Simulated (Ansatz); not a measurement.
# NaCl: the cost of one run

Method: DFT PBE, scalar-relativistic, plane waves, PAW, unless a step names another level, in Ansatz 0.2.0.

1 further run of the same task is left out (set aside as unsound or not needed).

## (1) The starting structure

It takes space group F-43m (No. 216, cubic). The conventional cell has a = 6.251 Å, b = 6.251 Å, c = 6.251 Å, α = 90.00°, β = 90.00°, γ = 90.00°. Na (site symmetry -43m) is surrounded by 4 Cl at 2.71 Å. Around Cl (site symmetry -43m) lie 4 Na at 2.71 Å.

Coordinates:

```
Na Cl
1.0
     0.00000    3.12573    3.12573
     3.12573    0.00000    3.12573
     3.12573    3.12573    0.00000
Na Cl
1 1
Direct
  0.75000 0.75000 0.75000
  0.50000 0.50000 0.50000
```

The cell was relaxed beforehand at this level, from a generated guess; it is a trial structure. At a tolerance of 0.02 Å it has space group F-43m (No. 216); it has 30.54 Å³/atom, an uncorrected energy of -1.78 eV/atom over the elements and, on its mesh, gap 4.85 eV.

## (2) Seeking the band edges over the whole zone

input.yaml reads:

```yaml
crystal:
  lattice:
    - [0.0, 3.1257287305, 3.1257287305]
    - [3.1257287305, 0.0, 3.1257287305]
    - [3.1257287305, 3.1257287305, 0.0]
  atoms:
    - { symbol: Na, position: [0.75, 0.75, 0.75] }
    - { symbol: Cl, position: [0.5, 0.5, 0.5] }
basis:
  ecutwfc: 420
kpoints:
  mp_grid: { grid: [6, 6, 6] }
  band_path: { path: [VBM, CBM], npoints: 2 }
hamiltonian:
  xc: pbe
scf:
  occupations: { method: gaussian, width: 0.02 }
output:
  forces: false
  stress: false
  eigenvalues: true
checkpoint:
  read: start.run
  write: ck
  compress: false
  write_wavefunctions: false
  write_every: 100000
```

On the command line:

```bash
$ ansatz run input.yaml --threads 1 --pin off --max-ram 2048MiB --backend cpu --events-out ev --progress --plain --runs-dir out
```

What time and memory should one allow on 1 thread of Arm Neoverse V2, shared host?

About 3.2 s, with a peak of 0.33 GiB.
